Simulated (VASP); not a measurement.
# VASP inputs for BaS (strained NiAs)

INCAR

```
PREC = Accurate
LASPH = .TRUE.
ISIF = 2
NBANDS = 24
IBRION = -1
GGA = PE
EDIFF = 1E-7
LWAVE = .FALSE.
LCHARG = .FALSE.
NSW = 0
SIGMA = 0.02
NELM = 120
LREAL = .FALSE.
ISMEAR = -1
ENCUT = 520
```

KPOINTS

```
KPOINTS created by Atomic Simulation Environment
0
Gamma
6 6 4
0 0 0
```

KPOINTS_OPT

```
special points
6
Reciprocal
0.0000000000 0.0000000000 0.0000000000 1
0.5000000000 0.0000000000 0.0000000000 1
0.3333333333 0.3333333333 0.0000000000 1
0.0000000000 0.0000000000 0.5000000000 1
0.5000000000 0.0000000000 0.5000000000 1
0.3333333333 0.3333333333 0.5000000000 1
```

POSCAR

```
Ba S
 1.0000000000000000
     4.4421900018022855    0.0000000000000000    0.0000000000000000
    -2.2210950009011428    3.8470493899980207    0.0000000000000000
     0.0000000000000000    0.0000000000000000    7.8128292682999998
 Ba  S
   2   2
Cartesian
  0.0000000000000000  0.0000000000000000  0.0000000000000000
  0.0000000000000000  0.0000000000000000  3.9064146341500008
 -0.0000000000000000  2.5646995933320142  1.9532073170750004
  2.2210950009011428  1.2823497966660071  5.8596219512250007
```

VASP ran with the recommended PBE PAW datasets (32 valence electrons in the cell).

**Question.** Predict the results.

**Answer.** gap between bands v and c 2.31 eV; least direct gap 2.31 eV; pressure 0.6 GPa.

Band v is the last that the valence electrons fill when counted band by band, and c is the next. Levels in eV from the top of v:

| point | v−1 | v | c | c+1 |
| --- | --- | --- | --- | --- |
| Γ | 0.00 | 0.00 | 2.31 | 3.52 |
| M | -0.37 | -0.15 | 2.32 | 3.90 |
| K | -0.86 | -0.13 | 4.09 | 4.23 |
| A | -0.53 | -0.53 | 3.91 | 3.91 |
| L | -0.64 | -0.64 | 3.31 | 3.31 |
| H | -0.73 | -0.73 | 4.30 | 4.30 |
